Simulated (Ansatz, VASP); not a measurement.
**One calculation of Sr, two programs**

```
Sr
1.0
     0.00000    2.79896    3.16404
     2.79896    0.00000    3.16404
     2.79896    2.79896    0.00000
Sr
1
Cartesian
  0.0000 0.0000 0.0000
```

Change from the starting cell: strain -0.080 along x and y, +0.040 along z, atoms carried along.

Alike in both runs: task single point; functional PBEsol; k mesh 10 × 10 × 10; occupations gaussian, width 0.03 eV; no spin polarisation.

|  | VASP | Ansatz |
| --- | --- | --- |
| version | VASP 6.6.1 | Ansatz 0.2.0 |
| potentials or method | VASP PAW PBE potentials, release 64 (Sr_sv) | scalar-relativistic, plane waves, PAW |
| plane-wave cutoff (eV) | 520 | 420 |
| valence electrons in the cell | 10 | 10 |

```csv
,VASP,Ansatz,Ansatz less VASP
gap on the k mesh at the Fermi level (eV),none,none,-
pressure (GPa),0.6,0.6,-0.02
largest component of the traceless stress (GPa),0.73,0.73,-0.002
```

A gap of «none» marks a metal or a gap that the smearing closes.

Caveats: the PAW data sets were made with another functional, which shifts forces and pressure a little (VASP).
